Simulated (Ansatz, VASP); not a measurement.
## Two plane-wave programs on MgH2

File INCAR:

```
  PREC = Accurate
  ENCUT = 520
  EDIFF = 1E-6
  ISMEAR = 0
  SIGMA = 0.1
  LREAL = False
  LASPH = True
  NELM = 100
  ALGO = Normal
  ISIF = 2
  LWAVE = False
  LCHARG = True
  GGA = PE
  LELF = True
  LVHAR = True
  NBANDS = 13
```

File KPOINTS:

```
regular mesh
0
Gamma
  4 4 6
```

File POSCAR:

```
MgH2
1.0
    4.5168000000      0.0000000000      0.0000000000
    0.0000000000      4.5168000000      0.0000000000
    0.0000000000      0.0000000000      3.0205000000
Mg H
2 4
Direct
    0.0000000000      0.0000000000      0.0000000000
    0.5000000000      0.5000000000      0.5000000000
    0.3060000000      0.3060000000      0.0000000000
    0.1940000000      0.8060000000      0.5000000000
    0.6940000000      0.6940000000      0.0000000000
    0.8060000000      0.1940000000      0.5000000000
```

Input for Ansatz:

```yaml
crystal:
  lattice:
    - [4.5168, 0.0, 0.0]
    - [0.0, 4.5168, 0.0]
    - [0.0, 0.0, 3.0205]
  atoms:
    - { symbol: Mg, position: [0.0, 0.0, 0.0] }
    - { symbol: Mg, position: [0.5, 0.5, 0.5] }
    - { symbol: H, position: [0.306, 0.306, 0.0] }
    - { symbol: H, position: [0.194, 0.806, 0.5] }
    - { symbol: H, position: [0.694, 0.694, 0.0] }
    - { symbol: H, position: [0.806, 0.194, 0.5] }
basis:
  ecutwfc: 420
kpoints:
  mp_grid: { grid: [4, 4, 6] }
hamiltonian:
  xc: pbe
scf:
  occupations: { method: gaussian, width: 0.1 }
output:
  forces: true
  stress: true
  eigenvalues: true
```

Alike in both runs: task single point; functional PBE; k mesh 4 × 4 × 6; occupations gaussian, width 0.1 eV; no spin polarisation.

|  | VASP | Ansatz |
| --- | --- | --- |
| version | VASP 6.6.1 | Ansatz 0.2.0 |
| potentials or method | VASP PAW PBE potentials, release 64 (Mg, H) | scalar-relativistic, plane waves, PAW |
| plane-wave cutoff (eV) | 520 | 420 |
| valence electrons in the cell | 8 | 24 |

|  | VASP | Ansatz | Ansatz less VASP |
| --- | --- | --- | --- |
| gap on the k mesh at the Fermi level (eV) | 3.90 | 3.91 | +0.012 |
| least direct gap on the mesh (eV) | 4.66 | 4.67 | +0.010 |
| pressure (GPa) | -0.4 | -0.1 | +0.28 |
| largest component of the traceless stress (GPa) | 0.16 | 0.11 | -0.050 |
| rms of the force components (eV/Å) | 0.028 | 0.027 | -0.0002 |

Atom by atom the forces differ by 0.000 eV/Å (rms over components). The functional is the same, so the differences come from potentials, cutoffs and numerics. The two sets of potentials don't hold the same shells in valence.

A k mesh can miss the band edges.
